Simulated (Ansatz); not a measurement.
Rh:

```xyz
1
Lattice="0.0000 1.8979 1.8979 1.8979 0.0000 1.8979 1.8979 1.8979 0.0000" Properties=species:S:1:pos:R:3 pbc="T T T"
Rh    0.0000    0.0000    0.0000
```

- Program: Ansatz 0.2.0
- Task: relaxation of cell and atoms
- Functional: revPBE
- Dispersion: D3(BJ)
- Potentials or basis: Ansatz PAW
- Cutoff: 420 eV (not typed: the program's choice for these potentials)
- k mesh: 12 × 12 × 12
- Occupations: fermi-dirac, width 0.05 eV
- Spin: no spin polarisation

At the start: volume 13.67 Å³/atom.

Q: Where does the relaxation end?

A: It ends after 5 steps and the volume is 13.45 Å³/atom (-1.6 %); space group Fm-3m (No. 225, to 0.05 Å).

Step by step:
| step | energy change (eV) | largest force (eV/Å) | volume (Å³) |
| --- | --- | --- | --- |
| 1 | 0.0000 | 0.0000 | 13.67 |
| 2 | -0.0015 | 0.0000 | 13.28 |
| 3 | -0.0034 | 0.0000 | 13.46 |
| 4 | -0.0034 | 0.0000 | 13.45 |
| 5 | -0.0032 | 0.0000 | 13.45 |

Final structure:
```yaml
crystal:
  lattice:
    - [0.00000, 1.88752, 1.88752]
    - [1.88752, 0.00000, 1.88752]
    - [1.88752, 1.88752, 0.00000]
  atoms:
    - { symbol: Rh, position: [0.00000, 0.00000, 0.00000] }
```

Caveat: the plane-wave basis is chosen anew once the cell has moved, so the energies of steps on either side of that aren't comparable; the PAW data sets come from PBE, with cores solved anew for the run's functional, which leaves a small shift of forces and pressure.
